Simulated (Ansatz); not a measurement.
The system is SiNi3.

```xyz
4
Lattice="3.5420 0.0000 0.0000 0.0000 3.5420 0.0000 0.0000 0.0000 3.5420" Properties=species:S:1:pos:R:3 pbc="T T T"
Ni    1.7710    1.7710    0.0000
Ni    1.7710    0.0000    1.7710
Ni    0.0000    1.7710    1.7710
Si    0.0000    0.0000    0.0000
```

* Program: Ansatz 0.2.0
* Task: single point
* Functional: PBEsol
* Potentials or basis: Ansatz PAW
* Cutoff: 420 eV (not typed: the program's choice for these potentials)
* k mesh: 8 × 8 × 8
* Occupations: fermi-dirac, width 0.05 eV
* Spin: collinear spin, ferromagnetic start
* Starting moments: [1.0, 1.0, 1.0, 0.0] μB

On this cell: pressure -14.1 GPa; largest force zero by symmetry; net moment 0.00 μB per cell; band gap on the k mesh none (metal or under the smearing width).

The same run follows on a disturbed copy (atoms moved at random, drawn with an rms of 0.05 Å):

```
Ni Si
1.0
     3.54200    0.00000    0.00000
     0.00000    3.54200    0.00000
     0.00000    0.00000    3.54200
Ni Si
3 1
Direct
  0.48864 0.48383 0.99844
  0.49304 0.99869 0.50543
  0.01055 0.49736 0.48845
  0.99628 0.00640 0.00201
```

What does the disturbed cell give?

The energy (extrapolated to zero smearing) moves by +12.3 meV/atom; pressure -13.4 GPa; largest force 0.804 eV/Å; net moment 0.00 μB per cell; band gap on the k mesh none (metal or under the smearing width).

Forces in eV/Å, atoms in the order of the input:
```
Ni   0.478  0.435 -0.065
Ni   0.366 -0.318 -0.138
Ni  -0.746  0.115  0.276
Si  -0.098 -0.231 -0.073
```

Stress tensor (GPa, compression positive):
```
-13.43   0.07  -0.28
  0.07 -13.44   0.31
 -0.28   0.31 -13.34
```

Caveats: the PAW data sets come from PBE, with cores solved anew for the run's functional, which leaves a small shift of forces and pressure; the starting moments weren't kept.
